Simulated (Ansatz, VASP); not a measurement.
## Two plane-wave programs on Mn

```xyz
1
Lattice="2.4821 0.0000 0.0000 -1.2410 2.1495 0.0000 0.0000 0.0000 2.1337" Properties=species:S:1:pos:R:3 pbc="T T T"
Mn    0.0000    0.0000    0.0000
```

Alike in both runs: functional PBE; k mesh 27 × 27 × 26; occupations gaussian, width 0.1 eV; no spin polarisation.

Ansatz relaxed the structure, and its values are those at the end. VASP's run is a single point on that final structure, the one shown.

```csv
,VASP,Ansatz
version,VASP 6.6.1,Ansatz 0.2.0
potentials or method,"VASP PAW PBE potentials, release 64 (Mn_pv)","scalar-relativistic, plane waves, PAW"
plane-wave cutoff (eV),520,420
valence electrons in the cell,13,15
```

|  | VASP | Ansatz | Ansatz less VASP |
| --- | --- | --- | --- |
| gap on the k mesh at the Fermi level (eV) | none | none | - |
| pressure (GPa) | 0.4 | 0.0 | -0.37 |

A gap of «none» marks a metal or a gap that the smearing closes. The functional is the same, so the differences come from potentials, cutoffs and numerics. The two sets of potentials don't hold the same shells in valence.

Caveats: the run has no spin polarisation, though such a crystal can be magnetic. Spin polarisation is off, so any magnetic state and its effect on volume and gap are missing.
